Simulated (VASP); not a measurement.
BeTe:

```
Te Be
1.0
     0.00000    2.77000    2.77000
     2.77000    0.00000    2.77000
     2.77000    2.77000    0.00000
Te Be
1 1
Direct
  0.75000 0.75000 0.75000
  0.00000 0.00000 0.00000
```

- Program: VASP 6.6.1
- Task: relaxation of cell and atoms
- Functional: HSE06
- Potentials or basis: VASP PAW PBE potentials, release 64 (Te, Be)
- Cutoff: 600 eV
- k mesh: 4 × 4 × 4
- Occupations: fermi-dirac, width 0.05 eV
- Spin: no spin polarisation

At the start: pressure 3.6 GPa; volume 21.25 Å³/atom.

Task: How do energy, volume and symmetry change on relaxing?

Result: Over 3 steps the energy falls by 12.6 meV/atom and the volume is 22.42 Å³/atom (+5.5 %); space group F-43m (No. 216, to 0.05 Å).

The path:
```tsv
step	energy change (eV)	largest force (eV/Å)	pressure (GPa)	volume (Å³)
1	0.0000	0.0000	3.62	42.51
2	-0.0234	0.0000	-0.88	45.53
3	-0.0253	0.0000	0.00	44.85
```

Final structure:
```
Te Be
1.0
     0.00000    2.81988    2.81988
     2.81988    0.00000    2.81988
     2.81988    2.81988    0.00000
Te Be
1 1
Direct
  0.75000 0.75000 0.75000
  0.00000 0.00000 0.00000
```

Caveat: the k mesh is coarse (spacing up to 0.49 Å⁻¹), so the values aren't converged, least of all with exact exchange; the PAW data sets were made with another functional, which shifts forces and pressure a little.
